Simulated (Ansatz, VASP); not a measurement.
**Two plane-wave programs on Mg**

File INCAR:

```
  ALGO = Normal
  EDIFF = 1E-6
  EDIFFG = -0.005
  ENCUT = 600
  GGA = PE
  IBRION = 2
  ISIF = 3
  ISMEAR = 0
  LASPH = True
  LCHARG = False
  LREAL = False
  LWAVE = False
  NELM = 80
  NSW = 100
  PREC = Accurate
  SIGMA = 0.1
```

The input KPOINTS:

```
k-points
0
Gamma
  16 16 16
```

The input POSCAR:

```
Mg
1.0
   -1.8359916300      1.8359916300      1.6794040200
    1.8359916300     -1.8359916300      1.6794040200
    1.8359916300      1.8359916300     -1.6794040200
Mg
1
Direct
    0.0000000000      0.0000000000      0.0000000000
```

Input for Ansatz:

```yaml
crystal:
  lattice:
    - [-1.83599163, 1.83599163, 1.67940402]
    - [1.83599163, -1.83599163, 1.67940402]
    - [1.83599163, 1.83599163, -1.67940402]
  atoms:
    - { symbol: Mg, position: [0.0, 0.0, 0.0] }
basis:
  ecutwfc: 420
kpoints:
  mp_grid: { grid: [16, 16, 16] }
hamiltonian:
  xc: pbe
scf:
  occupations: { method: gaussian, width: 0.1 }
output:
  forces: true
  stress: true
  eigenvalues: true
relax:
  adjacent_minimum: "off"
  f_tol: 0.005
  max_steps: 80
  cell: { stress_tol: 0.05 }
```

This isn't the form of Mg at room conditions, which is hcp.

Alike in both runs: task relaxation of cell and atoms; functional PBE; k mesh 16 × 16 × 16; occupations gaussian, width 0.1 eV; no spin polarisation.

|  | VASP | Ansatz |
| --- | --- | --- |
| version | VASP 6.6.1 | Ansatz 0.2.0 |
| potentials or method | VASP PAW PBE potentials, release 64 (Mg) | scalar-relativistic, plane waves, PAW |
| plane-wave cutoff (eV) | 600 | 420 |
| valence electrons in the cell | 2 | 10 |

Ansatz gave:

| Item | Value |
| --- | --- |
| gap on the k mesh at the Fermi level, each at its own relaxed structure (eV) | none |
| relaxed volume (Å³/atom) | 22.98 |
| relaxed cell length with the largest relative difference (Å) | 3.106 |

Question: Estimate VASP's values.

Answer: gap on the k mesh at the Fermi level, each at its own relaxed structure (eV): none; relaxed volume (Å³/atom): 22.89; relaxed cell length with the largest relative difference (Å): 3.102.

A gap of «none» marks a metal or a gap that the smearing closes. The two sets of potentials don't hold the same shells in valence.
